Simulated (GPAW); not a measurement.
Crystal: Ti.

```
Ti
1.0
     2.95000    0.00000    0.00000
    -1.47500    2.55477    0.00000
     0.00000    0.00000    4.68000
Ti
2
Direct
  0.66667 0.33333 0.75000
  0.33333 0.66667 0.25000
```

Base run:

| Quantity | Value |
| --- | --- |
| Program | GPAW 26.7.0 |
| Functional | PBEsol |
| Potentials or basis | PAW data sets generated in the run's folder for this functional |
| Cutoff | 600 eV |
| Basis | pw |
| k mesh | 10 × 10 × 6 |
| Occupations | methfessel-paxton, width 0.2 eV |
| Spin | no spin polarisation |

Its results: band gap on the k mesh none (metal or under the smearing width); pressure -6.2 GPa.

**Question.** The run is repeated on the same cell with these changes: occupations from methfessel-paxton, width 0.2 eV to methfessel-paxton, width 0.1 eV; dispersion from none to D3(BJ). What comes out?

**Answer.** Band gap on the k mesh none (metal or under the smearing width); pressure -11.6 GPa.

Caveats: this smearing can pin the Fermi level at a band edge; pairwise dispersion overbinds metals, which lowers pressure and volume (some runs).
